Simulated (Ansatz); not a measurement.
## VO2: equation of state with PBE

The system is VO2.

```
V O
1.0
     4.50720    0.00000    0.00000
     0.00000    4.50720    0.00000
     0.00000    0.00000    3.04445
V O
2 4
Direct
  0.50000 0.50000 0.50000
  0.00000 0.00000 0.00000
  0.20036 0.79964 0.50000
  0.79964 0.20036 0.50000
  0.70036 0.70036 0.00000
  0.29964 0.29964 0.00000
```

The cell is a database's computed one.

| Property | Result |
| --- | --- |
| Program | Ansatz 0.2.0 |
| Task | equation of state |
| Functional | PBE |
| Potentials or basis | Ansatz PAW polarizable |
| Cutoff | 420 eV |
| Density cutoff | 1680 eV |
| k mesh | 6 × 6 × 9 |
| Occupations | fermi-dirac, width 0.05 eV |
| Spin | collinear spin, ferromagnetic start |
| Starting moments | [2.0, 2.0, 0.0, 0.0, 0.0, 0.0] μB |

```
Equilibrium volume                        : 9.90 Å³/atom
Bulk modulus at fixed shape and positions : 242 GPa
Pressure derivative of the bulk modulus   : 4.6
```

Energy against volume, from the lowest point:
| volume (Å³/atom) | energy (meV/atom) |
| --- | --- |
| 9.689 | 3.63 |
| 9.896 | 0.00 |
| 10.102 | 2.94 |
| 10.308 | 11.66 |
| 10.514 | 25.54 |
| 10.720 | 44.01 |
| 10.926 | 66.62 |

All runs of the series together: 69 s on 2 threads of Intel(R) Xeon(R) Platinum 8259CL CPU @ 2.50GHz (Skylake/Cascade Lake), on a shared host.

Caveat: the cell was scaled at fixed shape and fractional positions, which overstates the stiffness of a crystal with free parameters, most of all of layers and chains.
